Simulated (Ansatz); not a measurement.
# Te2Mo: the cost of one run

Method: DFT LDA, scalar-relativistic, plane waves, PAW, in Ansatz 0.2.0.

1 further run of the same task is left out (set aside as unsound or not needed).

## 1. The system as given

The structure is monoclinic, space group P2_1/m (No. 11). Conventional cell: a = 6.277 Å, b = 3.350 Å, c = 36.138 Å, α = 90.00°, β = 90.01°, γ = 90.00°. Te (site symmetry m) is surrounded by 3 Mo at 2.66 to 2.68 Å. Te (site symmetry m) has 3 Mo at 2.77 to 2.79 Å as nearest neighbours. Mo (site symmetry m) is surrounded by 6 Te at 2.66 to 2.79 Å and 2 Mo at 2.84 Å.

Structure file:

```
CELL_PARAMETERS angstrom
6.27723 0.00000 0.00700
0.00000 3.34966 0.00000
-0.04477 0.00000 36.13790
ATOMIC_POSITIONS crystal
Te 0.07733 0.75000 0.44342
Te 0.92267 0.25000 0.55658
Te 0.56766 0.25000 0.45920
Te 0.43234 0.75000 0.54080
Mo 0.81752 0.75000 0.50232
Mo 0.18248 0.25000 0.49768
```

It goes back to an entry of the Materials Project.

It is the result of an earlier relaxation at this level (volume 126.64 Å³/atom; gap on the mesh: none (metal)).

## 2. Zero of the scan

Contents of input.yaml:

```yaml
crystal:
  lattice:
    - [6.277228334, 0.0, 0.007004367]
    - [0.0, 3.3496555419, 0.0]
    - [-0.0447729533, 0.0, 36.1379022685]
  atoms:
    - { symbol: Te, position: [0.0773274725, 0.75, 0.4434185335] }
    - { symbol: Te, position: [0.9226725275, 0.25, 0.5565814665] }
    - { symbol: Te, position: [0.5676567651, 0.25, 0.4592022605] }
    - { symbol: Te, position: [0.4323432349, 0.75, 0.5407977395] }
    - { symbol: Mo, position: [0.8175152442, 0.75, 0.5023229157] }
    - { symbol: Mo, position: [0.1824847558, 0.25, 0.4976770843] }
basis:
  ecutwfc: 420
kpoints:
  mp_grid: { grid: [8, 14, 2] }
hamiltonian:
  xc: lda
scf:
  occupations: { method: gaussian, width: 0.15 }
output:
  forces: true
  stress: true
  eigenvalues: true
  write_density: true
  write_potential: true
  elf: true
  volumetric_format: npy
```

Run with:

```bash
> ansatz run input.yaml --threads 2 --pin off --max-ram 5120MiB --backend cpu --events-out ev --progress --plain --runs-dir out
```

**Question.** How long does this run take on 2 threads of Arm Neoverse V1, shared host, and how much memory does it need?

About 2.5 min, with a peak of 2.3 GiB.
